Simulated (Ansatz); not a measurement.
# GaAs (F-43m) in Ansatz: a series of runs

Aim: see how the results for GaAs move with the level of theory and the settings. Levels: PBE, PBEsol+D3(BJ). Tasks: single point, relaxation of cell and atoms.

All numbers are computed with Ansatz 0.2.0; they aren't measurements. Logs are shortened: lines on timing, memory, paths and dates and some standing lists are left out, and cuts for length are marked.

**What was measured.**

From “Evidence of valence band perturbations in GaAsN/GaAs(001): A combined variable-angle spectroscopic ellipsometry and modulated photoreflectance investigation”, 2008, arxiv:0805.2212, for a bulk crystal of GaAs at 300 K: band gap 1.412 ± 0.01 eV (direct).

How close the calculation comes is told below.

## Step 1: Starting point

The structure is cubic, space group F-43m (No. 216). The conventional cell has a = 5.654 Å, b = 5.654 Å, c = 5.654 Å, α = 90.00°, β = 90.00°, γ = 90.00°. Around As (site symmetry -43m) lie 4 Ga at 2.45 Å. Around Ga (site symmetry -43m) lie 4 As at 2.45 Å.

## Step 2: Single point, PBE

Contents of input.yaml:

```yaml
crystal:
  lattice:
    - [0.0, 2.82685, 2.82685]
    - [2.82685, 0.0, 2.82685]
    - [2.82685, 2.82685, 0.0]
  atoms:
    - { symbol: As, position: [0.75, 0.75, 0.75] }
    - { symbol: Ga, position: [0.0, 0.0, 0.0] }
kpoints:
  mp_grid: { grid: [8, 8, 8] }
scf:
  occupations: { method: gaussian, width: 0.026 }
hamiltonian:
  xc: pbe
  pseudopotentials: { kind: all_electron, lapw: { basis_error: 0.001 } }
output:
  forces: true
  stress: true
  eigenvalues: true
```

Potentials or basis: all-electron LAPW, scalar-relativistic.

Command:

```bash
$ ansatz run input.yaml --threads 1 --pin off --max-ram 3072MiB --backend cpu --events-out ev --progress --plain --runs-dir out
```

Output:

```text
Warning: RAYON_NUM_THREADS=1 ignored (pool sized by the plan → 1); use --threads N
LAPW: plane waves up to 9.105 Å⁻¹, error target 1.0e-3 eV per atom; small_component_spin mean_spin; Ga in spheres of 1.234 Å, 21 of its electrons in bands, Dirac shells []; As in spheres of 1.214 Å, 23 of its electrons in bands, Dirac shells [] (how accurate: hamiltonian.pseudopotentials.lapw.basis_error, Limitations)
Engine: ansatz 0.2.0, aarch64-unknown-linux-gnu
Pseudopotentials: kind: all_electron
Pseudopotential: As, LAPW, valence charge 23, lapw/all_electron/scalar/gaussian/As, Koelling and Harmon's equation, gaussian nucleus
Pseudopotential: Ga, LAPW, valence charge 21, lapw/all_electron/scalar/gaussian/Ga, Koelling and Harmon's equation, gaussian nucleus
Functional definition: PBE
  parameter kappa = 0.804
  parameter beta = 0.06672455060314922
  exchange = pbe_x(kappa = kappa, mu = beta*pi^2/3)
  correlation = pbe_c(beta = beta)
Crystal: 2 atoms, lattice volume = 45.179 Å³
Basis set: ecut = 315.88135834842035 eV, 561 PW (Γ), exchange–correlation at level 2
Bands: 27, of which v1, the nominal top of the filled ones, is band 22 counted from 1 (21 counted from 0)
Symmetry: 24 space group operations
Space group: F-43m (ITA 216), of the structure as read, at distance tolerance 3.6e-5 Å
k-points: 29 of 512 (time reversal used)
Non-local potential: As, projectors of the file, none
Non-local potential: Ga, projectors of the file, none
Initial density: superposition of atomic densities (chi_scale 0.1, normalization cell, long waves kept (reshape's long-wave potential 0.00 eV rms))
Initial wavefunctions: plane waves of lowest kinetic energy (no species holds an atomic orbital)
Functional: x = pbe(κ = 0.804, μ = 0.2195149727645171), c = pbe(β = 0.06672455060314922)
iter 1 solved again at ethr=1.31e-3 eV; its pass at ethr=1.00e-1 eV (dr2=5.78e-1 eV) is discarded
SCF iter   1: F=—  HF=-114424.608832 eV  |F-HF|=—  |Δ(HF+E_count)|=         —  Δρ=3.06e-2  dr2=5.79e-1  ethr=1.31e-3  ⟨swp⟩=2.0  Hψ=4834  notcnv=0
preconditioner: auto → none  [insulator: Δε(μ)=0.701 eV  Ē_g=15.932 eV  σ=0.026 eV  W_gap=1.00  n_scr=14 (ndim 8)  ℏωp=23.4 eV  f_vac=0.115  D(μ)=0.00/eV (n_scr^D=0)  ε∞_Penn≈3.2]
SCF iter   2: F=—  HF=-114424.467414 eV  |F-HF|=—  |Δ(HF+E_count)|=   1.41e-1  Δρ=1.22e-2  dr2=6.40e-2  ethr=1.31e-3  ⟨swp⟩=2.4  Hψ=2336  notcnv=0
SCF iter   3: F=—  HF=-114424.454464 eV  |F-HF|=—  |Δ(HF+E_count)|=   1.30e-2  Δρ=5.46e-3  dr2=1.27e-2  ethr=1.45e-4  ⟨swp⟩=2.0  Hψ=2320  notcnv=0
iter 4 solved again at ethr=1.04e-6 eV; its pass at ethr=2.89e-5 eV (dr2=4.59e-4 eV) is discarded
SCF iter   4: F=—  HF=-114424.450830 eV  |F-HF|=—  |Δ(HF+E_count)|=         —  Δρ=1.07e-3  dr2=4.58e-4  ethr=1.04e-6  ⟨swp⟩=2.0  Hψ=3914  notcnv=0
the basis was enlarged: its passes take 130.7 KiB over the memory plan, 1 of 1 planned eigensolver slots
SCF iter   5: F=—  HF=-114424.450759 eV  |F-HF|=—  |Δ(HF+E_count)|=   7.13e-5  Δρ=2.15e-4  dr2=1.24e-5  ethr=1.04e-6  ⟨swp⟩=2.7  Hψ=2204  notcnv=0
SCF iter   6: F=—  HF=-114424.450777 eV  |F-HF|=—  |Δ(HF+E_count)|=   1.81e-5  Δρ=8.34e-5  dr2=2.35e-6  ethr=2.81e-8  ⟨swp⟩=3.0  Hψ=2277  notcnv=0
SCF iter   7: F=-114424.450782 eV  HF=-114424.450782 eV  |F-HF|=1.80e-7  |Δ(HF+E_count)|=   5.39e-6  Δρ=1.40e-5  dr2=7.42e-8  ethr=5.33e-9  ⟨swp⟩=3.0  Hψ=2291  notcnv=0
SCF 1 converged in 7 iterations: F = -114424.450782 eV  dr2 = 7.42e-8
SCF converged after 7 iterations
Free energy (F): -114424.450782 eV
Harris-Foulkes:  -114424.450782 eV  (|F-HF|=1.80e-7)
Internal energy: -114424.450782 eV  (E = F + TS)
E sigma→0 (E₀):  -114424.450782 eV
Fermi energy:    9.614523 eV
--- Per-component energies (eV) ---
  E_band       = -2120.887005
  E_kinetic    = 116839.767200
  E_xc         = -4342.503904
  E_electrostatic = -226921.714079  (all electrons and nuclei)
  E_smearing   = -0.000000  (= −TS)
  E_closure    = 0.000000  (closes the sum)
  E_atoms      = -114416.203472  (free atoms, spherical and without spin; not in F)
  Σ components = -114424.450782   (vs F -114424.450782, Δ=0.00e0)
  Basis errors (estimates in eV, not in F): energy 4.3e-4 per atom: plane waves 4.0e-4 (2.3e-4 summed), levels above the bands 0.0e0, relativity 3.2e-8, radial functions 3.4e-5, core shells 6.7e-11; eigenvalues (radial functions only) 8.7e-7; not estimated: angular momenta, meshes, grids; target (lapw.basis_error) 1.0e-3; muffin-tin radii Ga 1.234 Å, As 1.214 Å
--- Forces (eV/Å), atoms counted from 1 ---
  atom   1  As    -0.00000000     0.00000000    -0.00000000
  atom   2  Ga     0.00000000    -0.00000000    -0.00000000
  max |Σ_I F_I| component: 6.94e-18 eV/Å
--- Stress (GPa, compression-positive) ---
        3.272480      -0.000000      -0.000000
       -0.000000       3.272480       0.000000
       -0.000000       0.000000       3.272480
  P = ⅓ Tr σ = 3.2725 GPa (32.725 kbar)
--- Band table (eV; the first three rows and the last of 29) ---
  k-point 0: bands = ["-175.3707", "-134.2563", "-118.7428", "-118.7428", "-118.7428", "-84.9878", "-84.9878", "-84.9878", "-25.7912", "-25.7912", "-25.7912", "-25.7817", "-25.7817", "-5.4244", "-5.4244", "-5.4244", "-5.3461", "-5.3461", "-3.3727", "9.3535", "9.3535", "9.3535", "9.8741", "13.0941", "13.0941", "13.0941", "16.9517"]
  k-point 1: bands = ["-175.3707", "-134.2563", "-118.7428", "-118.7428", "-118.7428", "-84.9878", "-84.9878", "-84.9878", "-25.7912", "-25.7911", "-25.7911", "-25.7817", "-25.7817", "-5.4383", "-5.4209", "-5.4209", "-5.3463", "-5.3463", "-3.1900", "7.3933", "9.1180", "9.1180", "10.9489", "13.4416", "13.4416", "13.5537", "17.8885"]
  k-point 2: bands = ["-175.3707", "-134.2563", "-118.7428", "-118.7428", "-118.7428", "-84.9878", "-84.9878", "-84.9878", "-25.7911", "-25.7908", "-25.7908", "-25.7816", "-25.7816", "-5.4684", "-5.4131", "-5.4131", "-5.3458", "-5.3458", "-2.6801", "5.2199", "8.6767", "8.6767", "10.8095", "13.9596", "13.9596", "15.3121", "18.3276"]
  k-point 28: bands = ["-175.3707", "-134.2563", "-118.7428", "-118.7428", "-118.7428", "-84.9878", "-84.9878", "-84.9878", "-25.7910", "-25.7906", "-25.7894", "-25.7818", "-25.7811", "-5.5248", "-5.3928", "-5.3802", "-5.3566", "-5.3424", "-0.8149", "2.7310", "5.8236", "6.0165", "13.9795", "14.0777", "14.7720", "15.4036", "20.4307"]
```

Wall time 15 s (1 thread of Arm Neoverse V1, shared host); peak memory 0.29 GiB.

What came out:

* Free energy: -114424.4508 eV
* Pressure: 3.3 GPa
* Band gap on the k mesh: 0.52 eV, direct

## Step 3: Relaxation of cell and atoms, PBEsol+D3(BJ)

input.yaml, as its differences from that of step 2:

```diff
@@ -11,5 +11,6 @@
 scf:
-  occupations: { method: gaussian, width: 0.026 }
+  occupations: { method: fermi_dirac, width: 0.05 }
 hamiltonian:
-  xc: pbe
+  xc: pbesol
+  dispersion: d3bj
   pseudopotentials: { kind: all_electron, lapw: { basis_error: 0.001 } }
@@ -18,2 +19,5 @@
   stress: true
-  eigenvalues: true
+relax:
+  f_tol: 0.02
+  max_steps: 60
+  cell: {}
```

Potentials or basis: all-electron LAPW, scalar-relativistic.

Command:

```bash
$ ansatz run input.yaml --threads 1 --pin off --max-ram 3072MiB --backend cpu --events-out ev --progress --plain --runs-dir out
```

Output:

```text
Warning: RAYON_NUM_THREADS=1 ignored (pool sized by the plan → 1); use --threads N
The last accepted step is kept in <dir> (removed where the run ends without a failure and the disk answers)
LAPW: plane waves up to 9.463 Å⁻¹, error target 1.0e-3 eV per atom; small_component_spin mean_spin; Ga in spheres of 1.196 Å, 21 of its electrons in bands, Dirac shells []; As in spheres of 1.179 Å, 23 of its electrons in bands, Dirac shells [] (how accurate: hamiltonian.pseudopotentials.lapw.basis_error, Limitations)
[... 4 set-up lines as earlier in the session ...]
Functional definition: PBEsol
  exchange = pbesol_x
  correlation = pbesol_c
Crystal: 2 atoms, lattice volume = 45.179 Å³
Basis set: ecut = 341.1789081425534 eV, 645 PW (Γ), exchange–correlation at level 2
Bands: 27, of which v1, the nominal top of the filled ones, is band 22 counted from 1 (21 counted from 0)
[... 64 lines left out ...]
  E_disp       = -0.615024  (pairwise vdW)
  E_smearing   = -0.000008  (= −TS)
  E_closure    = 0.000000  (closes the sum)
  E_atoms      = -114332.430773  (free atoms, spherical and without spin; not in F)
  Σ components = -114342.112247   (vs F -114342.112247, Δ=0.00e0)
  Basis errors (estimates in eV, not in F): energy 4.5e-4 per atom: plane waves 4.1e-4 (2.4e-4 summed), levels above the bands 1.8e-63, relativity 1.2e-8, radial functions 3.9e-5, core shells 1.1e-10; eigenvalues (radial functions only) 4.5e-7; not estimated: angular momenta, meshes, grids; target (lapw.basis_error) 1.0e-3; muffin-tin radii Ga 1.185 Å, As 1.168 Å
--- Forces (eV/Å), atoms counted from 1 ---
  atom   1  As    -0.00000000     0.00000000     0.00000000
  atom   2  Ga    -0.00000000    -0.00000000    -0.00000000
  max |Σ_I F_I| component: 8.10e-18 eV/Å
--- Stress (GPa, compression-positive) ---
        0.016801       0.000000       0.000000
        0.000000       0.016801       0.000000
        0.000000       0.000000       0.016801
  P = ⅓ Tr σ = 0.0168 GPa (0.168 kbar)
--- Relaxed structure (3 steps of the walk, 3 accepted, 1 SCFs on fresh bases) ---
  F+E_penalty+E_count = -114342.11224663 eV   max|allowed force component| = 2.197e-17 eV/Å   (the final SCF, on the basis selected at the relaxed cell)
  cell:  # Å, volume = 43.9668 Å³
    - [2.1145793936516696e-33, 2.8013349976258817, 2.8013349976258817]
    - [2.8013349976258817, 2.2419636944740594e-33, 2.8013349976258817]
    - [2.8013349976258817, 2.8013349976258817, 4.840603431250811e-34]
  atoms:
    - { symbol: As, position: [0.7499999999999999, 0.7499999999999999, 0.7499999999999999] }
    - { symbol: Ga, position: [8.161393703995178e-35, -1.6109881485277435e-34, -7.735581858569344e-35] }
```

It took 38 s on 1 thread of Arm Neoverse V1, shared host; peak memory 0.31 GiB.

What came out:

* Free energy: -114342.1122 eV
* Relaxed volume: 21.98 Å³/atom
* Relaxed cell: a = 3.962 Å, b = 3.962 Å, c = 3.962 Å, α = 60.00°, β = 60.00°, γ = 60.00°
* Space group after relaxing (to 0.05 Å): F-43m (No. 216)
* Energy gained by relaxing: 3.7 meV/atom
* Ionic steps: 4
* Pressure after relaxing: 0.0 GPa
* Band gap on the k mesh: 0.65 eV

Step by step:
```
step  energy change (eV)  largest force (eV/Å)  volume (Å³)
   1              0.0000                0.0000        45.18
   2             -0.0071                0.0000        44.18
   3             -0.0073                0.0000        43.97
   4             -0.0073                0.0000        43.97
```

Final structure:
```
As Ga
1.0
     0.00000    2.80133    2.80133
     2.80133    0.00000    2.80133
     2.80133    2.80133    0.00000
As Ga
1 1
Direct
  0.75000 0.75000 0.75000
  0.00000 0.00000 0.00000
```

A k mesh can miss the band edges. As with any semilocal functional, this PBEsol gap is likely too small.

## Step 4: For comparison

An earlier run on the cell as given: functional PBE; potentials or basis all-electron LAPW, scalar-relativistic; cutoff 316 eV (chosen from the basis error); basis error allowed 0.001 eV/atom; k mesh 8 × 8 × 8; occupations fermi-dirac, width 0.05 eV; no spin polarisation.

* Pressure: 3.3 GPa
* Band gap on the k mesh: 0.52 eV, direct

## Step 5: The runs side by side

| task | level | cell | cutoff (eV) | smearing | gap on the mesh (eV) | pressure (GPa) |
| --- | --- | --- | --- | --- | --- | --- |
| single point | PBE | as given | 316 | gaussian 0.026 eV | 0.52 | 3.3 |
| relaxation of cell and atoms | PBEsol+D3(BJ) | relaxed | - | fermi-dirac 0.05 eV | 0.65 | 0.0 |
| single point | PBE | as given | 316 | fermi-dirac 0.05 eV | 0.52 | 3.3 |

Alike in all rows: potentials or basis all-electron LAPW, scalar-relativistic; no spin polarisation; k mesh 8 × 8 × 8; basis error allowed 0.001 eV/atom.

Compare energies only between runs with the same functional and basis.

## Step 6: How close it comes

Step 2. A measured gap of GaAs is 1.412 eV (direct; 300 K; “Evidence of valence band perturbations in GaAsN/GaAs(001): A combined variable-angle spectroscopic ellipsometry and modulated photoreflectance investigation”, 2008, arxiv:0805.2212); the calculated 0.52 eV misses it by -0.89 eV. 3 values of this kind are on record (1.412 to 1.51 eV); this one was drawn at random among those near their median, those with a stated uncertainty first. Spin-orbit coupling on As, Ga is left out. The value is that of PBE on a finite k mesh, which can miss the band edges, without temperature or zero-point motion. Semilocal functionals fall short of measured gaps as a rule.
